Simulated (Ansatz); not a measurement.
A (001) slab of WSe2 (P-3m1 (No. 164)), 10 planes, outer planes W (top) and W (bottom), with 10 atoms (W4Se6) in a surface cell of A = 9.264 Å², as cut from the bulk:

```yaml
crystal:
  lattice:
    - [3.27061, 0.00000, 0.00000]
    - [-1.63531, 2.83243, 0.00000]
    - [0.00000, 0.00000, 45.58608]
  atoms:
    - { symbol: W, position: [0.33333, 0.66667, 0.16452] }
    - { symbol: Se, position: [0.66667, 0.33333, 0.20125] }
    - { symbol: Se, position: [0.33333, 0.66667, 0.27263] }
    - { symbol: W, position: [0.66667, 0.33333, 0.30936] }
    - { symbol: Se, position: [0.33333, 0.66667, 0.34604] }
    - { symbol: Se, position: [0.66667, 0.33333, 0.65396] }
    - { symbol: W, position: [0.33333, 0.66667, 0.69064] }
    - { symbol: Se, position: [0.66667, 0.33333, 0.72737] }
    - { symbol: Se, position: [0.33333, 0.66667, 0.79875] }
    - { symbol: W, position: [0.66667, 0.33333, 0.83548] }
```

These are results of DFT PBEsol, scalar-relativistic, plane waves, PAW (Ansatz), not measurements. Settings: cutoff 420 eV, Γ-centred mesh 9×9×1 on the computed 10-atom cell, Gaussian smearing of 0.05 eV; no spin polarisation.

The relaxed slab holds 3 formula units of WSe2 and 1 further W. Against those formula units in the bulk and the further W in its standard state it lies 5.409 eV higher. The formation energy of WSe2 from the standard states is -1.765 eV a formula unit (uncorrected, no zero-point or thermal terms).

Problem. Over what range can the chemical potential of W vary, and what is the surface energy at both ends?

Solution. In contact with the bulk, μ(W) + 2μ(Se) is fixed. With Δμ counted from the standard states, Δμ(W) ≤ 0 keeps elemental W from forming, and Δμ(Se) ≤ 0 requires Δμ(W) ≥ ΔH = -1.765 eV. Other compounds of W and Se can narrow this range. Then γ, the mean of both faces, = [5.409 eV − 1.00·Δμ(W)]/(2A). At the W-rich end (Δμ = 0): 5.409/(2 × 9.264) × 16.02 = 4.68 J/m². At the W-poor end: (5.409 + 1.765)/(2 × 9.264) × 16.02 = 6.20 J/m².

Problem. How does its energy depend on growth conditions?

Solution. It carries an excess of W, so its energy falls by 0.86 J/m² for each eV that μ(W) rises: W-rich conditions lower it; whether it appears depends on the other terminations.

Each cell of WSe2 holds layers, and where no dispersion correction was added their binding is poorly described.

The reference crystal is a form of WSe2, which isn't its usual structure.